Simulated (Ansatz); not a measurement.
# CuI2 (fluorite): one cell, many starting occupations (series 2), part 1 of 2

DFT+U has many self-consistent solutions. How far apart do the states of CuI2 (fluorite) lie when only the starting occupations change? Cell and atoms stay fixed. The start comes from a prototype table, not from a measured structure.

Computed with Ansatz 0.2.0 (DFT r²SCAN+U (U_eff = 3 eV on Cu d, around-mean-field double counting), plane waves, PAW, unless a step's input says otherwise).

### Step 1. The system as given

The structure is cubic, space group Fm-3m (No. 225). Conventional cell: a = 7.023 Å, b = 7.023 Å, c = 7.023 Å, α = 90.00°, β = 90.00°, γ = 90.00°. Cu (site symmetry m-3m) has 8 I at 3.04 Å in its first shell of neighbours. I (site symmetry -43m) has 4 Cu at 3.04 Å in its first shell of neighbours.

Structure file:

```xyz
3
Lattice="0.0000 3.5113 3.5113 3.5113 0.0000 3.5113 3.5113 3.5113 0.0000" Properties=species:S:1:pos:R:3 pbc="T T T"
Cu    0.0000    0.0000    0.0000
I     1.7556    1.7556    1.7556
I     5.2669    5.2669    5.2669
```

Magnetic order typed: ferromagnetic.

The runs: random orbitals: single harmonics, second filling; random orbitals: fully mixed, first filling; random orbitals: single harmonics, first filling; random orbitals: fully mixed, one electron fewer; random orbitals: drawn by pairs, first filling.

An earlier series on this cell reached its lowest free state from «random orbitals: single harmonics, first filling», perhaps among other starts (it ended with site moments under 0.05 μB).

### Step 2. Random orbitals: single harmonics, second filling

input.yaml reads:

```yaml
crystal:
  lattice:
    - [0.0, 3.51125506, 3.51125506]
    - [3.51125506, 0.0, 3.51125506]
    - [3.51125506, 3.51125506, 0.0]
  atoms:
    - { symbol: Cu, position: [0.0, 0.0, 0.0], spin: 1.0 }
    - { symbol: I, position: [0.25, 0.25, 0.25] }
    - { symbol: I, position: [0.75, 0.75, 0.75] }
basis:
  ecutwfc: 500
  ecutrho_ratio: 4
kpoints:
  mp_grid: { grid: [5, 5, 5] }
hamiltonian:
  xc: r2scan
  hubbard:
    sites:
      - { site: 0, l: d, u_eff: 3.0, starting_ns: [{ spin: up, occupation_matrix: s0up }, { spin: down, occupation_matrix: s0down }] }
    double_counting: amf
    occupation_matrices:
      s0up:
        matrix:
          - [0.97, 0.0, 0.0, 0.0, 0.0]
          - [0.0, 0.97, 0.0, 0.0, 0.0]
          - [0.0, 0.0, 0.97, 0.0, 0.0]
          - [0.0, 0.0, 0.0, 0.97, 0.0]
          - [0.0, 0.0, 0.0, 0.0, 0.97]
      s0down:
        matrix:
          - [0.97, 0.0, 0.0, 0.0, 0.0]
          - [0.0, 0.02, 0.0, 0.0, 0.0]
          - [0.0, 0.0, 0.97, 0.0, 0.0]
          - [0.0, 0.0, 0.0, 0.97, 0.0]
          - [0.0, 0.0, 0.0, 0.0, 0.97]
    ns_hold: { iters: 5 }
scf:
  occupations: { method: gaussian, width: 0.05 }
  lower_state_search: "off"
  max_iter: 150
output:
  forces: true
  stress: true
  eigenvalues: true
  populations: true
  hubbard: { sites: [{ site: 0, l: d }] }
magnetization:
  spin_polarized: true
```

The typed matrices put 0.97 on the chosen orbitals and 0.02 on the others, and are held for 5 cycles.

Started as:

```sh
> ansatz run input.yaml --threads 4 --pin off --max-ram 6144MiB --backend cpu --events-out ev --progress --plain --runs-dir out
```

Log, shortened:

```text
Warning: crystal.symmetry: narrowed to the stabiliser of the occupation matrices — unitary ops 48 → 16; lowered by the specified shell (site 0, l: d); largest admitted image defect 8.9e-16, smallest excluded 9.5e-1 — at a splitting's scale: the group the occupation matrices' own texture admits
Warning: RAYON_NUM_THREADS=4 ignored (pool sized by the plan → 4); use --threads N
Cu: projections on atomic orbitals take those of the free atom [Ne] 3s2 3p6 3d10 4s1, of charge +0.00 (hamiltonian.pseudopotentials.projection_atoms); the dataset's partial waves leave at most 2.0e-6 of an orbital's norm unspanned inside its sphere
I: projections on atomic orbitals take those of the free atom [Kr] 4d10 5s2 5p5, of charge +0.00 (hamiltonian.pseudopotentials.projection_atoms); the dataset's partial waves leave at most 9.4e-6 of an orbital's norm unspanned inside its sphere
[...]
Pseudopotentials: kind: paw
Pseudopotential: Cu, paw, valence charge 19, recommended cutoff 500 eV (meta_gga), Cu.paw.azcp
Pseudopotential: I, paw, valence charge 17, recommended cutoff 500 eV (meta_gga), I.paw.azcp
Functional definition: r2SCAN
[...]
Crystal: 3 atoms, lattice volume = 86.580 Å³
Basis set: ecut = 500 eV, 2133 PW (Γ), exchange–correlation on 160×160×160 points (64 copies of the dense FFT grid, shifted against one another)
Bands: 33, of which v1, the nominal top of the filled ones, is band 27 counted from 1 (26 counted from 0)
Symmetry: 16 space group operations
k-points: 18 of 125
[...]
Starting moments: Σ|m| = 1 μB on 1 of 3 sites
[...]
SCF iter   1: F=—  HF=-21685.239508 eV  |F-HF|=—  |Δ(HF+E_count)|=         —  Δρ=5.45e-2 (↑2.83e-2 ↓5.45e-2)  dr2=8.66e-1  dr2_τ=1.10e-2  dr2_m=1.26e0  M=0.308 μB ∫|m|=0.341 μB  β_m=0.30  ethr=1.63e-3  ⟨swp⟩=1.2  Hψ=6468  notcnv=0
[...]
WARN: the starting moments were not kept: the SCF closed with an absolute magnetisation of 1.9e-5 μB, where they sum to 1 μB in size (1 site). That is at most 0.1 of that sum. Measured as dr2_m measures the in/out step, that magnetisation stands 6.8e-11 eV from none, at or under the [...]
WARN: hamiltonian.hubbard: on 1 of 2 specified blocks the occupation matrix of this SCF's result fails the test of the specified filling. At site 0 ↓ (sites count from 0 in the list of atoms of the cell that this SCF solves) the least filled combination of the orbitals specified full has [...]
Free energy (F): -21686.144039 eV
[...]
E sigma→0 (E₀):  -21686.141648 eV
Entropy (-TS):   -0.004782 eV (-1.594 meV/atom)
Fermi energy:    8.294397 eV
[...]
DFT+U double counting: amf (around mean field; hamiltonian.hubbard.double_counting)
--- Specified on-site occupations, and those of the state reported ---
  electrons in the specified blocks: 8.7500 specified, 9.8386 found
  site 0 (l=d) ↓: largest change of an orbital's occupation 0.9557; electrons 3.9000 specified, 4.9193 found; spectral distance 0.9565
  site 0 (l=d) ↑: largest change of an orbital's occupation 0.0261; electrons 4.8500 specified, 4.9193 found; spectral distance 0.0382
--- Forces (eV/Å), atoms counted from 1 ---
  atom   1  Cu    -0.00000000    -0.00000000     0.00000000
  atom   2  I     -0.00000000     0.00000000     0.00000000
  atom   3  I      0.00000000     0.00000000    -0.00000000
[...]
--- Stress (GPa, compression-positive) ---
        2.296079       0.000000       0.000000
        0.000000       2.296038       0.000000
        0.000000       0.000000       2.296079
  P = ⅓ Tr σ = 2.2961 GPa (22.961 kbar)
--- Band table (eV; the first three rows and the last of 36) ---
[...]
Occupation matrices written to <dir>
--- Löwdin populations: 3 sites ---
  site symbol       q [e]    m [muB]
     0     Cu     18.4043     0.0000
     1      I     17.2128     0.0000
     2      I     17.2128     0.0000
  spilling = 0.003212 (of n_electrons = 53.000000)
--- Occupation matrices: 1 shell (run DFT+U table (all-electron-ortho-atomic); ε = 5.28e-4) ---
  Cu0 d_3D: site group Oh (m-3m)
  Cu0 d_3D up     Tr n = 4.9193  λ = 0.976 0.976 0.976 0.996 0.996  [3× xz 0.33 (T2g 1.00) T2g(1.00) | 2× z2 0.50 (Eg 1.00) Eg(1.00)]
  Cu0 d_3D dn     Tr n = 4.9193  λ = 0.976 0.976 0.976 0.996 0.996  [3× xz 0.33 (T2g 1.00) T2g(1.00) | 2× z2 0.50 (Eg 1.00) Eg(1.00)]
  specified occupation → Cu0 d_3D up: matrix, ‖Δ‖_F = 0.0382, Tr Δ = -0.0693, displaced = 0.0347, d_λ = 0.0382; orbital distance = 0.0000
  specified occupation → Cu0 d_3D dn: matrix, ‖Δ‖_F = 0.9565, Tr Δ = -1.0193, displaced = 0.5097, d_λ = 0.9565; orbital distance = 0.8165
  Tr n, λ and their labels are of the run-group-symmetrised matrices; stabiliser: 96 of 96 elements of G0×{1,Θ} (closed), max defect 2.1e-6 at τ = 1.1e-4
```

Wall time 31 s (4 threads of Arm Neoverse N1, shared host); peak memory 0.82 GiB.

Result: no gap, pressure 2.3 GPa, no moment over 0.05 μB in any sphere, largest force component 0.00 eV/Å, 16 symmetry operations imposed. The program reports that the typed filling wasn't kept.

The shells' filling, with natural orbitals sorted by occupation:

```tsv
shell	channel	electrons	over 0.8	0.2 to 0.8	under 0.2
Cu 3d (atom 1)	up	4.92	5	0	0
Cu 3d (atom 1)	down	4.92	5	0	0
```

### Step 3. Random orbitals: fully mixed, first filling

input.yaml: that of step 2 with these lines changed.

```diff
@@ -30,8 +30,8 @@
         matrix:
-          - [0.97, 0.0, 0.0, 0.0, 0.0]
-          - [0.0, 0.02, 0.0, 0.0, 0.0]
-          - [0.0, 0.0, 0.97, 0.0, 0.0]
-          - [0.0, 0.0, 0.0, 0.97, 0.0]
-          - [0.0, 0.0, 0.0, 0.0, 0.97]
-    ns_hold: { iters: 5 }
+          - [0.73109, 0.27714, 0.02389, 0.21024, -0.2198]
+          - [0.27714, 0.64852, -0.02771, -0.24388, 0.25496]
+          - [0.02389, -0.02771, 0.96761, -0.02102, 0.02198]
+          - [0.21024, -0.24388, -0.02102, 0.78499, 0.19342]
+          - [-0.2198, 0.25496, 0.02198, 0.19342, 0.76779]
+    ns_hold: until_converged
 scf:
```

The typed matrices put 0.97 on the chosen orbitals and 0.02 on the others, and are held until the SCF converges, then released.

Started as:

```sh
> ansatz run input.yaml --threads 4 --pin off --max-ram 6144MiB --backend cpu --events-out ev --progress --plain --runs-dir out
```

Log, shortened:

```text
Warning: crystal.symmetry: narrowed to the stabiliser of the occupation matrices — unitary ops 48 → 2; lowered by the specified shell (site 0, l: d); largest admitted image defect 4.4e-16, smallest excluded 2.2e-1 — at a splitting's scale: the group the occupation matrices' own texture admits
Warning: RAYON_NUM_THREADS=4 ignored (pool sized by the plan → 4); use --threads N
Cu: projections on atomic orbitals take those of the free atom [Ne] 3s2 3p6 3d10 4s1, of charge +0.00 (hamiltonian.pseudopotentials.projection_atoms); the dataset's partial waves leave at most 2.0e-6 of an orbital's norm unspanned inside its sphere
I: projections on atomic orbitals take those of the free atom [Kr] 4d10 5s2 5p5, of charge +0.00 (hamiltonian.pseudopotentials.projection_atoms); the dataset's partial waves leave at most 9.4e-6 of an orbital's norm unspanned inside its sphere
[...]
[... 4 set-up lines as earlier in the session ...]
[...]
Crystal: 3 atoms, lattice volume = 86.580 Å³
Basis set: ecut = 500 eV, 2133 PW (Γ), exchange–correlation on 160×160×160 points (64 copies of the dense FFT grid, shifted against one another)
[...]
WARN: the starting moments were not kept: the SCF closed with an absolute magnetisation of 1.7e-4 μB, where they sum to 1 μB in size (1 site). That is at most 0.1 of that sum. Measured as dr2_m measures the in/out step, that magnetisation stands 5.8e-9 eV from none, at or under the [...]
WARN: hamiltonian.hubbard: on 1 of 2 specified blocks the occupation matrix of this SCF's result fails the test of the specified filling. At site 0 ↓ (sites count from 0 in the list of atoms of the cell that this SCF solves) the least filled combination of the orbitals specified full has [...]
--- Forces (eV/Å), atoms counted from 1 ---
  atom   1  Cu     0.00000000     0.00000000     0.00000000
  atom   2  I      0.00000081    -0.00000013    -0.00000053
  atom   3  I     -0.00000081     0.00000013     0.00000053
[...]
--- Stress (GPa, compression-positive) ---
        2.296081      -0.000005      -0.000001
       -0.000005       2.296074       0.000005
       -0.000001       0.000005       2.296079
  P = ⅓ Tr σ = 2.2961 GPa (22.961 kbar)
--- Band table (eV; the first three rows and the last of 126) ---
[...]
Occupation matrices written to <dir>
--- Löwdin populations: 3 sites ---
  site symbol       q [e]    m [muB]
     0     Cu     18.4043     0.0000
     1      I     17.2127     0.0001
     2      I     17.2127     0.0001
  spilling = 0.003212 (of n_electrons = 53.000000)
--- Occupation matrices: 1 shell (run DFT+U table (all-electron-ortho-atomic); ε = 5.80e-4) ---
  Cu0 d_3D: site group Oh (m-3m)
  Cu0 d_3D up     Tr n = 4.9193  λ = 0.976 0.976 0.976 0.996 0.996  [3× xz 0.33 (T2g 1.00) T2g(1.00) | 2× z2 0.50 (Eg 1.00) Eg(1.00)]
  Cu0 d_3D dn     Tr n = 4.9193  λ = 0.976 0.976 0.976 0.996 0.996  [3× xz 0.33 (T2g 1.00) T2g(1.00) | 2× z2 0.50 (Eg 1.00) Eg(1.00)]
  specified occupation → Cu0 d_3D up: matrix, ‖Δ‖_F = 0.0382, Tr Δ = -0.0693, displaced = 0.0347, d_λ = 0.0382; orbital distance = 0.0000
  specified occupation → Cu0 d_3D dn: matrix, ‖Δ‖_F = 0.9654, Tr Δ = -1.0193, displaced = 0.5097, d_λ = 0.9564; orbital distance = 0.9819
  Tr n, λ and their labels are of the run-group-symmetrised matrices; stabiliser: 96 of 96 elements of G0×{1,Θ} (closed), max defect 2.4e-5 at τ = 1.2e-4
```

Run time: 3.4 min. Hardware: 4 threads of Arm Neoverse N1, shared host; peak memory 1.1 GiB.

It ends with no gap, pressure 2.3 GPa, no moment over 0.05 μB in any sphere, largest force component 0.00 eV/Å, 2 symmetry operations imposed. The program reports that the typed filling wasn't kept.

The shells' filling, with natural orbitals sorted by occupation:

```tsv
shell	channel	electrons	over 0.8	0.2 to 0.8	under 0.2
Cu 3d (atom 1)	up	4.92	5	0	0
Cu 3d (atom 1)	down	4.92	5	0	0
```

(Continued in part 2 of 2.)
